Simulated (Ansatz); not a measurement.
A surface is cut from this relaxed crystal of AlP:

```cif
data_structure
_symmetry_space_group_name_H-M 'F-43m'
_symmetry_Int_Tables_number 216
_cell_length_a 5.4703
_cell_length_b 5.4703
_cell_length_c 5.4703
_cell_angle_alpha 90.000
_cell_angle_beta 90.000
_cell_angle_gamma 90.000
_cell_volume 163.70
loop_
_atom_site_label
_atom_site_type_symbol
_atom_site_symmetry_multiplicity
_atom_site_Wyckoff_symbol
_atom_site_fract_x
_atom_site_fract_y
_atom_site_fract_z
_atom_site_occupancy
P1 P 4 b 0.50000 0.00000 0.00000 1
Al1 Al 4 c 0.25000 0.25000 0.25000 1
```

Miller indices refer to the conventional cell of F-43m (No. 216), a = 5.470 Å, b = 5.470 Å, c = 5.470 Å, α = 90.00°, β = 90.00°, γ = 90.00°. The bulk's gap is 1.45 eV.

The (110) slab of 6 planes, 9.7 Å thick with 15 Å of vacuum as cut; outer planes AlP (top) and AlP (bottom).

Computed with DFT PBEsol, scalar-relativistic, plane waves, PAW in Ansatz 0.2.0. Settings: cutoff 420 eV, Γ-centred mesh 7×5×1 on the computed 12-atom cell, Gaussian smearing of 0.05 eV; no spin polarisation. A dipole correction removes the field between periodic images along c.

With the atoms at the bulk's places:

- Surface energy (mean of both faces): 1.52 J/m²
- Gap of the slab on the mesh: 1.13 eV
- Bulk valence band top under the vacuum level: 5.09 eV
- Bulk conduction band bottom under the vacuum level: 3.64 eV

Task: What changes when all atoms relax within this surface cell and its symmetry?

Result: The energy falls by 0.522 J/m² a face, and the largest move is 0.57 Å.

```yaml
Surface_energy_mean_of_both_faces: 0.99 J/m²
Gap_of_the_slab_on_the_mesh: 1.19 eV
Bulk_valence_band_top_under_the_vacuum_level: 5.59 eV
Bulk_conduction_band_bottom_under_the_vacuum_level: 4.14 eV
```

```tsv
plane (bottom to top)	atoms	spacing to next, bulk (Å)	relaxed (Å)	change (%)	rumpling (Å)
1	AlP	1.934	1.760	-9.0	0.660
2	AlP	1.934	1.969	+1.8	0.125
3	AlP	1.934	1.937	+0.1	0.082
4	AlP	1.934	1.968	+1.8	0.082
5	AlP	1.934	1.760	-9.0	0.125
6	AlP				0.660
```

An odd mesh misses points on the zone edge, so a gap read on it can be too wide.